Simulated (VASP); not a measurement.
Set up this calculation in VASP 6.6.1, as the native input.

```
Task                   : single point
Functional             : r2SCAN
Potentials or basis    : VASP PAW PBE potentials, release 64 (Al)
Cutoff                 : 520 eV
k mesh                 : 18 × 18 × 18
Occupations            : fermi-dirac, width 0.08 eV
Spin                   : no spin polarisation
Dipole correction      : no
Further INCAR settings : ALGO = Normal; EDIFF = 1e-07; NBANDS = 8
```

The system is Al.

```
Al
1.0
    -1.59122    1.59122    1.59122
     1.59122   -1.59122    1.59122
     1.59122    1.59122   -1.59122
Al
1
Direct
  0.00000 0.00000 0.00000
```

This isn't the form of Al at room conditions, which is fcc.

These files were run (other wordings do the same):

POSCAR

```
Al
1.0
   -1.5912186900      1.5912186900      1.5912186900
    1.5912186900     -1.5912186900      1.5912186900
    1.5912186900      1.5912186900     -1.5912186900
Al
1
Direct
    0.0000000000      0.0000000000      0.0000000000
```

INCAR.step1

```
ALGO = Normal ; EDIFF = 1E-4
ENCUT = 520 ; GGA = PE
ISMEAR = -1 ; LASPH = True
LCHARG = False ; LREAL = False
LWAVE = True ; NBANDS = 8
NELM = 100 ; PREC = Accurate
SIGMA = 0.08
```

INCAR.step2

```
ALGO = Normal ; EDIFF = 1E-7
ENCUT = 520 ; ISIF = 2
ISMEAR = -1 ; ISTART = 1
LASPH = True ; LCHARG = False
LMIXTAU = True ; LREAL = False
LWAVE = False ; METAGGA = R2SCAN
NBANDS = 8 ; NELM = 100
PREC = Accurate ; SIGMA = 0.08
```

KPOINTS

```
k-points
0
Gamma
  18 18 18
```

Potentials or basis: VASP PAW PBE potentials, release 64 (Al).

Run with:

```sh
$ cat potpaw_PBE.64/Al/POTCAR > POTCAR
$ cp INCAR.step1 INCAR
$ mpirun -np 1 vasp_std > vasp.out
$ cp INCAR.step2 INCAR
$ mpirun -np 1 vasp_std > vasp.out
```

Results of the run:

```yaml
Pressure: 0.2 GPa
Band_gap_on_the_k_mesh: none (metal or under the smearing width)
```

Caveat: the PAW data sets were made with another functional, which shifts forces and pressure a little.

It took 110 s on 1 thread of AMD EPYC 7R43 64-Core Processor (Zen 3) (shared host), peak memory 0.1 GiB.
